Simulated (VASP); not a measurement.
Wanted: the native input for a VASP 6.6.1 run.

```
Task                   : single point
Functional             : PBEsol
Potentials or basis    : VASP PAW PBE potentials, release 64 (Pt, Te)
Cutoff                 : 520 eV
k mesh                 : 5 × 5 × 5
Occupations            : gaussian, width 0.05 eV
Spin                   : collinear spin, ferromagnetic start
Starting moments       : [0.5, 0.0] μB
Fixed moment           : 1 μB
Hubbard terms          : Pt d U = 7 eV
Further INCAR settings : ALGO = Fast; EDIFF = 1e-07
```

The structure of TePt lies in POSCAR:

```
TePt
1.0
    0.0000000000      3.2450425500      3.2450425500
    3.2450425500      0.0000000000      3.2450425500
    3.2450425500      3.2450425500      0.0000000000
Pt Te
1 1
Direct
    0.0000000000      0.0000000000      0.0000000000
    0.2500000000      0.2500000000      0.2500000000
```

Measurements of this composition are mostly on another form, of space group No. 166.

The input as run:

INCAR

```
PREC = Accurate
ENCUT = 520
EDIFF = 1E-7
ISMEAR = 0
SIGMA = 0.05
LREAL = F
LASPH = T
NELM = 80
ALGO = Fast
ISIF = 2
LWAVE = F
LCHARG = F
ISPIN = 2
MAGMOM = 0.5 0
LORBIT = 11
NUPDOWN = 1
LMAXMIX = 4
LDAU = T
LDAUTYPE = 2
LDAUL = 2 -1
LDAUU = 7 0
LDAUJ = 0 0
LDAUPRINT = 1
GGA = PS
```

KPOINTS

```
Automatic mesh
0
Gamma
  5 5 5
```

Potentials or basis: VASP PAW PBE potentials, release 64 (Pt, Te).

Launch:

```sh
$ cat potpaw_PBE.64/Pt/POTCAR potpaw_PBE.64/Te/POTCAR > POTCAR
$ mpirun -np 1 vasp_std > vasp.out
```

It gave:

```json
{
 "Pressure": "-13.6 GPa",
 "Net moment": "1.00 μB per cell",
 "Site moments": "Pt +0.51; Te +0.27 μB",
 "Valence electrons inside the program's atomic spheres": "Pt 9.56; Te 3.17"
}
```

Caveat: the PAW data sets were made with another functional, which shifts forces and pressure a little; the total moment is fixed, so each spin has its own Fermi level; the U is typed as a test and isn't derived for this compound.

Wall time 14 s on 1 thread of Intel(R) Xeon(R) 6975P-C (Granite Rapids) (shared host), peak memory 0.24 GiB.
